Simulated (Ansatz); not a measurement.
## AlNi₃: how the free axis answers a strain

AlNi₃, Pm-3m, a = 3.519 Å. The structure is a Materials Project entry; whether it is the stable form wasn't checked. Ansatz: PBEsol, PAW, 420 eV, Γ-centred 14×14×14 mesh on 4 atoms, Gaussian smearing 0.10 eV; collinear spin, largest moment 0.3 μB. Series: uniaxial strain along a, with b, c and atoms relaxed; x is the strain in per cent. y is the change of c in per cent of 3.519 Å.

```tsv
x (%)	y (%)
-3.0	1.24
-2.0	0.81
-1.0	0.40
0.0	0.00
1.0	?
2.0	-0.73
3.0	-1.08
```

Task: Fit y = c1 x + c2 x² to the other rows, say what c1 measures, and predict the missing y.

Result: Least squares on the rows shown. y = −0.3863 x + 0.009096 x². So −c1 = 0.386 is Poisson's ratio for this pair of axes. At x = 1.0 the fit asked for gives -0.38 %. The run gave -0.37 %, so the fit is 0.01 % too low, a small miss on the scale of the series.